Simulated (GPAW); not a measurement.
HfO2:

```xyz
6
Lattice="3.5580 0.0000 0.0000 0.0000 3.5580 0.0000 0.0000 0.0000 5.1719" Properties=species:S:1:pos:R:3 pbc="T T T"
Hf    0.0000    0.0000    0.0000
Hf    1.7790    1.7790    2.5859
O     0.0000    1.7790    1.0199
O     1.7790    0.0000    1.5660
O     1.7790    0.0000    4.1519
O     0.0000    1.7790    3.6059
```

Measurements of this composition are mostly on another form, of space group No. 14.

Base run:

```yaml
Program: GPAW 26.7.0
Functional: AM05
Potentials_or_basis: PAW data sets generated in the run's folder for this functional
Cutoff: 800 eV
Basis: pw
k_mesh: 7 × 7 × 5
Occupations: fermi-dirac, width 0.05 eV
Spin: no spin polarisation
```

Its results: band gap on the k mesh 4.66 eV, indirect (least direct gap 4.73 eV); pressure 2.8 GPa; largest force 0.200 eV/Å.

Question: The run is repeated on the same cell with these changes: functional from AM05 to BLYP. What comes out?

Answer: Band gap on the k mesh 4.79 eV, indirect (least direct gap 4.86 eV); pressure 15.1 GPa; largest force 0.150 eV/Å.

BLYP binds less tightly than AM05, so the same cell stands under more pressure.

Caveats: spin-orbit coupling is left out, which moves the levels of the heavy elements; an odd mesh through Γ misses points on the zone boundary, where band edges often lie.

Not every run made on this cell is shown here.
